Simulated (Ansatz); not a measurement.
# Ag under changes of volume

One of the cells (17.048 Å³/atom); the others are scaled copies at fixed shape and fractional positions:

```xyz
1
Lattice="0.0000 2.0427 2.0427 2.0427 0.0000 2.0427 2.0427 2.0427 0.0000" Properties=species:S:1:pos:R:3 pbc="T T T"
Ag    0.0000    0.0000    0.0000
```

```yaml
Program: Ansatz 0.2.0
Functional: revPBE
Dispersion: D3(BJ)
Potentials_or_basis: all-electron LAPW, relativistic spinors
Cutoff: 258 eV (chosen from the basis error)
Basis_error_allowed: 0.0005 eV/atom
k_mesh: 8 × 8 × 8
Occupations: fermi-dirac, width 0.01 eV
Spin: spin-orbit coupling, no magnetisation
```

```tsv
volume (Å³/atom)	energy over the lowest point (meV/atom)	pressure (GPa)
16.025	?	?
16.366	0.99	1.7
16.707	0.00	-0.7
17.048	3.91	-2.9
17.389	12.08	-4.7
17.730	23.95	-6.4
18.071	38.78	-7.5
```

What does the run at 16.025 Å³/atom give?

Energy over the lowest point 7.60 meV/atom; pressure 4.6 GPa.

Worked out: A Birch-Murnaghan fit of order 3 (a polynomial in V^(-2/3)) to the other rows has its minimum at 16.60 Å³/atom with B0 = V·E''(V) = 119 GPa and B' = 6.5. It gives 7.81 meV/atom at 16.025 Å³/atom, against the run's 7.60, and -dE/dV = 4.7 GPa, against 4.6.

Energies are extrapolated to zero smearing.

Caveats: the k mesh is thin for a metal, which can move the energy by tens of meV per atom; pairwise dispersion overbinds metals, which lowers pressure and volume.

The runs don't all hold the same shells in valence.
